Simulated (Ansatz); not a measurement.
A relaxation of cell and atoms of SiC2 as one 6-atom ordering (P-3m1) on the diamond lattice with Ansatz 0.2.0, at the level PBE. It starts from a guessed cell.

```yaml
crystal:
  lattice:
    - [2.8631813438, 0.0, 0.0]
    - [-1.4315906719, 2.4795877794, 0.0]
    - [0.0, 0.0, 7.0133333333]
  atoms:
    - { symbol: C, position: [0.0, 0.0, 0.875] }
    - { symbol: C, position: [0.6666666667, 0.3333333333, 0.5416666667] }
    - { symbol: Si, position: [0.3333333333, 0.6666666667, 0.2083333333] }
    - { symbol: Si, position: [0.6666666667, 0.3333333333, 0.7916666667] }
    - { symbol: C, position: [0.3333333333, 0.6666666667, 0.4583333333] }
    - { symbol: C, position: [0.0, 0.0, 0.125] }
kpoints:
  mp_grid: { grid: [12, 12, 4] }
hamiltonian:
  xc: pbe
scf:
  occupations: { method: fermi_dirac, width: 0.02 }
relax:
  f_tol: 0.005
  cell: {}
output:
  write_density: true
  write_potential: true
  elf: true
  volumetric_format: npy
```

The trajectory has 10 recorded frames, each with fractional positions and then forces in eV/Å along x, y and z. The last, and any step after a large change of cell, is solved on a basis re-selected at its cell; pressure is positive in compression.

Step 1: energy 0.0 meV/atom from step 1, largest force component 4.419 eV/Å, pressure +33.93 GPa; a = 2.863 Å, b = 2.863 Å, c = 7.013 Å, α = 90.00°, β = 90.00°, γ = 120.00°
```
C  0.0000 0.0000 0.8750     0.000   0.000   3.433
C  0.6667 0.3333 0.5417     0.000   0.000  -4.419
Si 0.3333 0.6667 0.2083     0.000   0.000  -1.142
Si 0.6667 0.3333 0.7917     0.000   0.000   1.142
C  0.3333 0.6667 0.4583     0.000   0.000   4.419
C  0.0000 0.0000 0.1250     0.000   0.000  -3.433
```

Step 2: energy -122.1 meV/atom from step 1, largest force component 2.110 eV/Å, pressure +15.58 GPa; a = 2.924 Å, b = 2.924 Å, c = 7.004 Å, α = 90.00°, β = 90.00°, γ = 120.00°
```
C  0.0000 0.0000 0.8793     0.000   0.000   2.110
C  0.6667 0.3333 0.5340     0.000   0.000  -0.755
Si 0.3333 0.6667 0.2067     0.000   0.000  -0.231
Si 0.6667 0.3333 0.7933     0.000   0.000   0.231
C  0.3333 0.6667 0.4660     0.000   0.000   0.755
C  0.0000 0.0000 0.1207     0.000   0.000  -2.110
```

Step 3: energy -172.2 meV/atom from step 1, largest force component 0.463 eV/Å, pressure +0.32 GPa; a = 2.950 Å, b = 2.950 Å, c = 7.237 Å, α = 90.00°, β = 90.00°, γ = 120.00°
```
C  0.0000 0.0000 0.8879     0.000   0.000   0.463
C  0.6667 0.3333 0.5354     0.000   0.000  -0.270
Si 0.3333 0.6667 0.2035     0.000   0.000   0.155
Si 0.6667 0.3333 0.7965     0.000   0.000  -0.155
C  0.3333 0.6667 0.4646     0.000   0.000   0.270
C  0.0000 0.0000 0.1121     0.000   0.000  -0.463
```

Question: Estimate where the relaxation ends.

Answer:
Step 4: energy -173.6 meV/atom from step 1, largest force component 0.084 eV/Å, pressure -0.31 GPa; a = 2.947 Å, b = 2.947 Å, c = 7.257 Å, α = 90.00°, β = 90.00°, γ = 120.00°
```
C  0.0000 0.0000 0.8897     0.000   0.000  -0.023
C  0.6667 0.3333 0.5344     0.000   0.000   0.084
Si 0.3333 0.6667 0.2041     0.000   0.000  -0.036
Si 0.6667 0.3333 0.7959     0.000   0.000   0.036
C  0.3333 0.6667 0.4656     0.000   0.000  -0.084
C  0.0000 0.0000 0.1103     0.000   0.000   0.023
```

Step 5: energy -173.7 meV/atom from step 1, largest force component 0.019 eV/Å, pressure -0.03 GPa; a = 2.946 Å, b = 2.946 Å, c = 7.256 Å, α = 90.00°, β = 90.00°, γ = 120.00°
```
C  0.0000 0.0000 0.8898     0.000   0.000  -0.013
C  0.6667 0.3333 0.5347     0.000   0.000   0.000
Si 0.3333 0.6667 0.2038     0.000   0.000   0.019
Si 0.6667 0.3333 0.7962     0.000   0.000  -0.019
C  0.3333 0.6667 0.4653     0.000   0.000   0.000
C  0.0000 0.0000 0.1102     0.000   0.000   0.013
```

Step 6: energy -173.7 meV/atom from step 1, largest force component 0.009 eV/Å, pressure -0.01 GPa; a = 2.945 Å, b = 2.945 Å, c = 7.258 Å, α = 90.00°, β = 90.00°, γ = 120.00°
```
C  0.0000 0.0000 0.8897     0.000   0.000   0.009
C  0.6667 0.3333 0.5347     0.000   0.000  -0.004
Si 0.3333 0.6667 0.2039     0.000   0.000  -0.002
Si 0.6667 0.3333 0.7961     0.000   0.000   0.002
C  0.3333 0.6667 0.4653     0.000   0.000   0.004
C  0.0000 0.0000 0.1103     0.000   0.000  -0.009
```

Step 7: energy -173.7 meV/atom from step 1, largest force component 0.000 eV/Å, pressure 0.00 GPa; a = 2.945 Å, b = 2.945 Å, c = 7.257 Å, α = 90.00°, β = 90.00°, γ = 120.00°
```
C  0.0000 0.0000 0.8897     0.000   0.000   0.000
C  0.6667 0.3333 0.5347     0.000   0.000   0.000
Si 0.3333 0.6667 0.2039     0.000   0.000   0.000
Si 0.6667 0.3333 0.7961     0.000   0.000   0.000
C  0.3333 0.6667 0.4653     0.000   0.000   0.000
C  0.0000 0.0000 0.1103     0.000   0.000   0.000
```

Step 8: energy -176.9 meV/atom from step 1, largest force component 0.005 eV/Å, pressure +0.53 GPa; a = 2.945 Å, b = 2.945 Å, c = 7.257 Å, α = 90.00°, β = 90.00°, γ = 120.00°
```
C  0.0000 0.0000 0.8897     0.000   0.000   0.000
C  0.6667 0.3333 0.5347     0.000   0.000  -0.005
Si 0.3333 0.6667 0.2039     0.000   0.000   0.001
Si 0.6667 0.3333 0.7961     0.000   0.000  -0.001
C  0.3333 0.6667 0.4653     0.000   0.000   0.005
C  0.0000 0.0000 0.1103     0.000   0.000   0.000
```

Step 9: energy -176.9 meV/atom from step 1, largest force component 0.002 eV/Å, pressure +0.01 GPa; a = 2.947 Å, b = 2.947 Å, c = 7.263 Å, α = 90.00°, β = 90.00°, γ = 120.00°
```
C  0.0000 0.0000 0.8897     0.000   0.000  -0.001
C  0.6667 0.3333 0.5347     0.000   0.000  -0.002
Si 0.3333 0.6667 0.2039     0.000   0.000  -0.002
Si 0.6667 0.3333 0.7961     0.000   0.000   0.002
C  0.3333 0.6667 0.4653     0.000   0.000   0.002
C  0.0000 0.0000 0.1103     0.000   0.000   0.001
```

Step 10: energy -176.9 meV/atom from step 1, largest force component 0.002 eV/Å, pressure +0.01 GPa; a = 2.947 Å, b = 2.947 Å, c = 7.263 Å, α = 90.00°, β = 90.00°, γ = 120.00°
```
C  0.0000 0.0000 0.8897     0.000   0.000  -0.001
C  0.6667 0.3333 0.5347     0.000   0.000  -0.002
Si 0.3333 0.6667 0.2039     0.000   0.000  -0.002
Si 0.6667 0.3333 0.7961     0.000   0.000   0.002
C  0.3333 0.6667 0.4653     0.000   0.000   0.002
C  0.0000 0.0000 0.1103     0.000   0.000   0.001
```

The walk took 8 steps and changed the volume by +9.7 %. The last SCF, on a fresh basis, lies 177 meV an atom below the first. Final cell: space group P-3m1 (No. 164), trigonal; a = 2.947 Å, c = 7.263 Å in the conventional setting, 9.11 Å³ an atom. C has 1 C at 1.60 Å and 3 Si at 1.83 Å; C has 3 C at 1.77 Å and 1 Si at 1.90 Å; Si has 4 C at 1.83–1.90 Å.

Command: `ansatz run input.yaml --threads 4 --pin off --max-ram 6451MiB --backend cpu --events-out ev --progress --plain --runs-dir out`.

Question: It took 10 s on 4 threads of Arm Neoverse V1, with other jobs on the host. What peak of host memory did it reach?

Answer: About 0.38 GiB.

No spin polarisation and no zero-point or thermal motion; the cell was built from a prototype and may be hypothetical.
